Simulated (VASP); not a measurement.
## Cu3N: electric field gradients with PBE

The system is Cu3N.

```
Cu N
1.0
     3.81400    0.00000    0.00000
     0.00000    3.81400    0.00000
     0.00000    0.00000    3.81400
Cu N
3 1
Direct
  0.50000 0.00000 0.00000
  0.00000 0.50000 0.00000
  0.00000 0.00000 0.50000
  0.00000 0.00000 0.00000
```

```json
{
  "Program": "VASP 6.6.1",
  "Task": "electric field gradients",
  "Functional": "PBE",
  "Potentials or basis": "VASP PAW PBE potentials, release 64 (Cu, N)",
  "Cutoff": "520 eV",
  "k mesh": "10 × 10 × 10",
  "Occupations": "fermi-dirac, width 0.08 eV",
  "Spin": "no spin polarisation",
  "Dipole correction": "no",
  "Further INCAR settings": "ALGO = Fast; EDIFF = 1e-08; NBANDS = 27"
}
```

- Pressure: 1.8 GPa
- Band gap on the k mesh: 0.21 eV, indirect (least direct gap 0.76 eV)

Levels at points of the mesh, in eV from the valence-band top:
```csv
k point,band 17,band 18,band 19,band 20,band 21,band 22
"(0.00, 0.00, 0.00)",-1.82,-1.82,-1.78,1.00,5.29,5.29
"(0.50, 0.00, 0.00)",-1.82,-1.40,-1.40,1.57,3.34,6.78
"(0.50, 0.50, 0.00)",-1.06,-1.06,-0.68,0.21,3.57,4.83
"(0.50, 0.50, 0.50)",0.00,0.00,0.00,0.83,0.83,0.83
```

Electric field gradients, principal values (V/Å²):
| atom | Vxx | Vyy | Vzz |
| --- | --- | --- | --- |
| 1 Cu | 29.238 | 29.238 | -58.475 |
| 2 Cu | 29.238 | 29.238 | -58.475 |
| 3 Cu | 29.238 | 29.238 | -58.475 |
| 4 N | 0.000 | 0.000 | 0.000 |

Run time: 72 s on 1 thread of Intel(R) Xeon(R) Platinum 8375C CPU @ 2.90GHz (Ice Lake), on a shared host, peak memory 0.19 GiB.

A k mesh can miss the band edges.
